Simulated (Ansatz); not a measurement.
NaI, DFT, PBEsol, all-electron LAPW, scalar-relativistic (Ansatz 0.2.0), run on 1 thread of Intel(R) Xeon(R) Platinum 8488C (Sapphire Rapids) on a shared host.

The cell is COD entry 9008681, as deposited and not checked against the literature; nothing was relaxed.

Command: `ansatz run input.yaml --threads 1 --pin off --max-ram 2048MiB --backend cpu --events-out ev --progress --plain --runs-dir out`

```yaml
crystal:
  lattice:
    - [0.0, 3.2364, 3.2364]
    - [3.2364, 0.0, 3.2364]
    - [3.2364, 3.2364, 0.0]
  atoms:
    - { symbol: Na, position: [0.0, 0.0, 0.0] }
    - { symbol: I, position: [0.5, 0.5, 0.5] }
kpoints:
  mp_grid: { grid: [8, 8, 8] }
  band_path:
    path:
      - [0.0, 0.0, 0.0]
      - [0.5, 0.0, 0.5]
      - [0.625, 0.25, 0.625]
      - [0.375, 0.375, 0.75]
      - [0.0, 0.0, 0.0]
      - [0.5, 0.5, 0.5]
      - [0.5, 0.25, 0.75]
      - [0.5, 0.0, 0.5]
    npoints: 5
scf:
  occupations: { method: fermi_dirac, width: 0.02 }
hamiltonian:
  xc: pbesol
  pseudopotentials: { kind: all_electron, lapw: { basis_error: 0.001 } }
output:
  forces: true
  stress: true
  eigenvalues: true
```

**Question.** How large is the problem that the program sets up?

**Answer.** 29 irreducible k-points, 259 plane waves at Γ, 21 bands.

**Question.** About how long does it take, and how much memory does it use?

**Answer.** 3.4 s of wall time for 7 SCF iterations, with a peak of 0.3 GiB. Times on shared machines scatter by tens of per cent.
